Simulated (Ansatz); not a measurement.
# PbS: convergence with LAPW's basis error target

One table from this session's results is given with a row withheld; the runs are named, their logs left out.

Program: Ansatz 0.2.0. Level of theory: DFT, PBE, all-electron LAPW, scalar-relativistic. These are calculated values, not measurements.

1 further run of the same task is left out (set aside as unsound or not needed).

## The structure to begin with

Symmetry: Pm-3m, No. 221, cubic system. Conventional cell: a = 3.653 Å, b = 3.653 Å, c = 3.653 Å, α = 90.00°, β = 90.00°, γ = 90.00°. Around Pb (site symmetry m-3m) lie 8 S at 3.16 Å. S (site symmetry m-3m) is surrounded by 8 Pb at 3.16 Å.

As a file:

```
Pb S
1.0
     3.65270    0.00000    0.00000
     0.00000    3.65270    0.00000
     0.00000    0.00000    3.65270
Pb S
1 1
Direct
  0.00000 0.00000 0.00000
  0.50000 0.50000 0.50000
```

The cell was relaxed by PAW from a hypothetical start (CsCl type); it needn't be the stable phase of this composition.

Atoms are numbered in the order of the input: Pb1, S2.

Set-up of the first run:

File input.yaml:

```yaml
crystal:
  lattice:
    - [3.652697829, 0.0, 0.0]
    - [0.0, 3.652697829, 0.0]
    - [0.0, 0.0, 3.652697829]
  atoms:
    - { symbol: Pb, position: [0.0, 0.0, 0.0] }
    - { symbol: S, position: [0.5, 0.5, 0.5] }
kpoints:
  mp_grid: { grid: [11, 11, 11] }
scf:
  occupations: { method: fermi_dirac, width: 0.08 }
hamiltonian:
  xc: pbe
  pseudopotentials: { kind: all_electron, lapw: { basis_error: 0.03 } }
output:
  forces: true
  stress: true
  eigenvalues: true
```

Steps of the session up to this table: With basis error target 0.03 eV/atom; With basis error target 0.01 eV/atom; With basis error target 0.003 eV/atom; With basis error target 0.0001 eV/atom.

One of the session's tables, all rows but one given; the rest of the session is left out.

| basis error target (eV/atom) | pressure (GPa) |
| --- | --- |
| 0.03 | 0.05 |
| 0.01 | ? |
| 0.003 | 0.01 |
| 0.0001 | 0.01 |

**Question.** Estimate the row for basis error target (eV/atom) = 0.01.

Worked estimate for «pressure (GPa)». A straight line through the neighbours (0.03, 0.05) and (0.003, 0.01) gives 0.05 + (0.01 − 0.05) × (0.01 − 0.03) / (0.003 − 0.03) = 0.02; a parabola fitted to 3 rows on both sides gives 0.01.

As computed: pressure (GPa): 0.02. In «pressure (GPa)» the line misses by 0.00 and the parabola by -0.01.

Energies are those extrapolated to zero smearing.
